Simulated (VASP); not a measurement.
Runs of VASP 6.6.1 on Ir. The structure is cubic, space group Im-3m (No. 229). The conventional cell has a = 3.079 Å, b = 3.079 Å, c = 3.079 Å, α = 90.00°, β = 90.00°, γ = 90.00°. Ir (site symmetry m-3m) is surrounded by 8 Ir at 2.67 Å. This isn't the form of Ir at room conditions, which is fcc.

| level | k mesh | cutoff (eV) | smearing | further INCAR settings | gap on the mesh (eV) | pressure (GPa) |
| --- | --- | --- | --- | --- | --- | --- |
| r2SCAN | 20 × 20 × 20 | 520 | gaussian 0.1 eV | ALGO = Normal; EDIFF = 1e-06 | none | 5.2 |
| PBEsol | 20 × 20 × 20 | 900 | gaussian 0.1 eV | ALGO = Fast; EDIFF = 1e-06 | none | 0.1 |
| PBEsol | 20 × 20 × 20 | 700 | gaussian 0.1 eV | ALGO = Fast; EDIFF = 1e-06 | none | 0.1 |
| PBEsol | 28 × 28 × 28 | 520 | gaussian 0.1 eV | ALGO = Fast; EDIFF = 1e-06 | none | (a) |
| PBEsol | 20 × 20 × 20 | 520 | gaussian 0.5 eV | ALGO = Fast; EDIFF = 1e-06 | none | 1.9 |

Alike in all rows: task single point; potentials or basis VASP PAW PBE potentials, release 64 (Ir); no spin polarisation; cell as given.

Q: Estimate the missing entries.

A: (a) 0.0.

Caveats: the PAW data sets were made with another functional, which shifts forces and pressure a little.

A k mesh can miss the band edges, and the runs leave out spin-orbit coupling on Ir.

A gap of «none» marks a metal or a gap under the smearing width.
